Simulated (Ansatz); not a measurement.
Crystal: Fe.

```xyz
1
Lattice="0.0000 1.9417 1.9651 1.4984 0.0000 1.9651 1.4984 1.9417 0.0000" Properties=species:S:1:pos:R:3 pbc="T T T"
Fe    0.0000    0.0000    0.0000
```

```yaml
Program: Ansatz 0.2.0
Task: relaxation of cell and atoms
Functional: BLYP
Dispersion: D4
Potentials_or_basis: Ansatz PAW
Cutoff: "420 eV (not typed: the program's choice for these potentials)"
k_mesh: 13 × 13 × 13
Occupations: fermi-dirac, width 0.05 eV
Spin: collinear spin, ferromagnetic start
Starting_moments: "[3.0] μB"
```

At the start: volume 11.44 Å³/atom.

Question: How do energy, volume and symmetry change on relaxing?

Answer: It ends after 8 steps and the volume is 11.23 Å³/atom (-1.8 %); space group Im-3m (No. 229, to 0.05 Å); moment 2.09 μB per cell.

Step by step:
```csv
step,energy change (eV),largest force (eV/Å),volume (Å³)
1,0.0000,0.0000,11.44
2,-0.0129,0.0000,11.35
3,-0.0180,0.0000,11.11
4,-0.0199,0.0000,11.28
5,-0.0201,0.0000,11.23
6,-0.0202,0.0000,11.23
7,-0.0202,0.0000,11.23
8,-0.0202,0.0000,11.23
```

Final structure:
```
Fe
1.0
     0.00000    1.99530    1.99530
     1.41100    0.00000    1.99530
     1.41100    1.99530    0.00000
Fe
1
Direct
  0.00000 0.00000 0.00000
```

Caveat: the plane-wave basis is chosen anew once the cell has moved, so the energies of steps on either side of that aren't comparable; pairwise dispersion overbinds metals, which lowers pressure and volume; the PAW data sets come from PBE, with cores solved anew for the run's functional, which leaves a small shift of forces and pressure.
